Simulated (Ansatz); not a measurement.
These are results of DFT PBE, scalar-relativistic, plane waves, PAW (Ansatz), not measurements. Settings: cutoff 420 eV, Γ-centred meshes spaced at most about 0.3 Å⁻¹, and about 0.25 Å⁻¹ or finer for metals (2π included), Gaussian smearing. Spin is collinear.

Temperature and zero-point effects are left out.

Two relaxed structures of CuNi5:

A. (parallel moments up to 0.6 μB) Space group P-6m2 (No. 187), hexagonal, a = 2.491 Å, c = 12.354 Å. Cu has 6 Cu at 2.49 Å and 6 Ni at 2.55 Å; Ni on a site of symmetry 3m has 9 Ni at 2.49 Å and 3 Cu at 2.55 Å; around Ni on a site of symmetry -6m2 lie 12 Ni at 2.49–2.50 Å; Ni on a second site of symmetry 3m is surrounded by 12 Ni at 2.49–2.50 Å.

B. (parallel moments up to 0.6 μB) Space group P4/mmm (No. 123), tetragonal, a = 2.499 Å, c = 10.618 Å. Cu has 4 Cu at 2.50 Å and 8 Ni at 2.54 Å; around Ni on a site of symmetry 4mm lie 8 Ni at 2.47–2.50 Å and 4 Cu at 2.54 Å; Ni on a second site of symmetry 4mm is surrounded by 12 Ni at 2.47–2.50 Å; Ni on a site of symmetry 4/mmm is surrounded by 12 Ni at 2.49–2.50 Å.

**Question.** Which form is favoured at zero pressure, and by what margin per atom?

**Answer.** B is lower, by 16 meV/atom. A has Cu and Ni ordered on hcp sites, space group P-6m2 (No. 187), 11.1 Å³/atom and no gap on its mesh; B has Cu and Ni ordered on fcc sites, space group P4/mmm (No. 123), 11.0 Å³/atom and no gap. Both come from invented guesses.

For metals, differences of a few meV/atom aren't resolved. The magnetic state reached may not be the lowest. Cells relaxed within their symmetry can be saddle points. Some structure types and database cells were kept out of the candidates from the start, so a known form may be missing.
